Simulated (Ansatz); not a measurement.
# HfO2: the cost of one run

Method: DFT PBE, scalar-relativistic, plane waves, PAW, in Ansatz 0.2.0.

3 further runs of the same task are left out: 1 that didn't finish, 2 set aside as unsound or not needed.

## 1. Starting point

The structure is monoclinic, space group P2_1/c (No. 14). The conventional cell has a = 5.161 Å, b = 5.212 Å, c = 5.352 Å, α = 90.00°, β = 99.65°, γ = 90.00°. Hf (site symmetry 1) is surrounded by 7 O at 2.05 to 2.27 Å. Around O (site symmetry 1) lie 4 Hf at 2.16 to 2.27 Å. O (site symmetry 1) has 3 Hf at 2.05 to 2.15 Å as nearest neighbours.

As a file:

```
Hf O
1.0
     5.16084    0.00000   -0.01534
     0.00000    5.21219    0.00000
    -0.88148    0.00000    5.27872
Hf O
4 8
Cartesian
  1.2393 0.2234 1.0959
  3.4808 2.8295 1.5282
  3.0401 4.9888 4.1675
  0.7985 2.3827 3.7352
  1.8977 3.9468 2.5095
  2.8224 1.3407 0.1145
  2.3817 1.2654 2.7539
  1.4570 3.8715 5.1488
  0.0397 1.7135 1.8379
  4.6804 4.3196 0.7861
  4.2396 3.4987 3.4255
  -0.4010 0.8926 4.4773
```

This cell was relaxed beforehand with the same method: volume 11.83 Å³/atom, gap on the mesh 4.04 eV.

## 2. Bands, states and charges

File input.yaml:

```yaml
crystal:
  lattice:
    - [5.1608408584, 0.0, -0.0153390581]
    - [0.0, 5.2121898925, 0.0]
    - [-0.8814769858, 0.0, 5.2787237314]
  atoms:
    - { symbol: Hf, position: [0.2757243767, 0.0428613276, 0.2084023821] }
    - { symbol: Hf, position: [0.7242756233, 0.5428613276, 0.2915976179] }
    - { symbol: Hf, position: [0.7242756233, 0.9571386724, 0.7915976179] }
    - { symbol: Hf, position: [0.2757243767, 0.4571386724, 0.7084023821] }
    - { symbol: O, position: [0.4491331766, 0.757223564, 0.4767005038] }
    - { symbol: O, position: [0.5508668234, 0.257223564, 0.0232994962] }
    - { symbol: O, position: [0.5508668234, 0.242776436, 0.5232994962] }
    - { symbol: O, position: [0.4491331766, 0.742776436, 0.9767005038] }
    - { symbol: O, position: [0.0672019327, 0.3287421766, 0.3483696689] }
    - { symbol: O, position: [0.9327980673, 0.8287421766, 0.1516303311] }
    - { symbol: O, position: [0.9327980673, 0.6712578234, 0.6516303311] }
    - { symbol: O, position: [0.0672019327, 0.1712578234, 0.8483696689] }
basis:
  ecutwfc: 420
kpoints:
  mp_grid: { grid: [6, 6, 6] }
  band_path:
    path:
      - [0.0, 0.0, 0.0]
      - [0.0, 0.5, 0.0]
      - [0.0, 0.5, 0.5]
      - [0.0, 0.0, 0.5]
      - [0.0, 0.0, 0.0]
      - [-0.5, 0.0, 0.5]
      - [-0.5, 0.5, 0.5]
      - [0.0, 0.5, 0.0]
      - [-0.5, 0.5, 0.0]
      - [-0.5, 0.0, 0.0]
      - [0.0, 0.0, 0.0]
    npoints: 10
hamiltonian:
  xc: pbe
scf:
  occupations: { method: gaussian, width: 0.02 }
  n_extra_bands: 30
output:
  forces: true
  stress: true
  eigenvalues: true
  populations: true
  dos: { projected: true, de: 0.02, nscf_kmesh: { grid: [9, 9, 9] } }
  bader: false
  write_density: true
  write_potential: true
  elf: true
  volumetric_format: npy
```

Command:

```
$ ansatz run input.yaml --threads 2 --pin off --max-ram 5120MiB --backend cpu --events-out ev --progress --plain --runs-dir out
```

**Question.** How long does this run take on 2 threads of Arm Neoverse V2, shared host, and how much memory does it need?

About 2.6 min, with a peak of 1.8 GiB.
